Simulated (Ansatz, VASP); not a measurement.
# Two plane-wave programs on GaAs

The input INCAR:

```
SYSTEM = GaAs
PREC     = Accurate       ! precision mode
ENCUT    = 520            ! plane-wave cutoff, eV
EDIFF    = 1E-6           ! SCF threshold, eV
ISMEAR   = 0              ! smearing method
SIGMA    = 0.01           ! smearing width, eV
LREAL    = .False.        ! projectors in reciprocal space
LASPH    = .True.         ! aspherical terms in the spheres
NELM     = 80             ! most SCF steps
ALGO     = Normal         ! electronic algorithm
ISIF     = 2              ! what is computed and relaxed
LWAVE    = .False.        ! write WAVECAR
LCHARG   = .False.        ! write CHGCAR
GGA      = PE             ! functional
NBANDS   = 16             ! bands
```

The input KPOINTS:

```
Automatic mesh
0
Gamma
  8 8 8
  0 0 0
```

Contents of POSCAR:

```
GaAs
1.0
    0.0000000000      2.8502134562      2.8502134562
    2.8502134562      0.0000000000      2.8502134562
    2.8502134562      2.8502134562      0.0000000000
Ga As
1 1
Direct
    0.0000000000      0.0000000000      0.0000000000
    0.2500000000      0.2500000000      0.2500000000
```

Input for Ansatz:

```yaml
crystal:
  lattice:
    - [0.0, 2.850213456195149, 2.850213456195149]
    - [2.850213456195149, 0.0, 2.850213456195149]
    - [2.850213456195149, 2.850213456195149, 0.0]
  atoms:
    - { symbol: Ga, position: [0.0, 0.0, 0.0] }
    - { symbol: As, position: [0.25, 0.25, 0.25] }
basis:
  ecutwfc: 550.0
kpoints:
  mp_grid:
    grid: [8, 8, 8]
hamiltonian:
  xc: pbe
  pseudopotentials:
    kind: paw
scf:
  occupations:
    method: fixed
output:
  stress: true
```

Alike in both runs: task single point; functional PBE; k mesh 8 × 8 × 8; no spin polarisation.

|  | VASP | Ansatz |
| --- | --- | --- |
| version | VASP 6.6.1 | Ansatz 0.2.0 |
| potentials or method | VASP PAW PBE potentials, release 64 (Ga_d, As) | plane waves, PAW |
| plane-wave cutoff (eV) | 520 | 550 |
| occupations | gaussian, width 0.01 eV | fixed |
| valence electrons in the cell | 18 | 28 |

```csv
,VASP,Ansatz,Ansatz less VASP
pressure (GPa),1.7,1.5,-0.16
```

The two sets of potentials don't hold the same shells in valence.
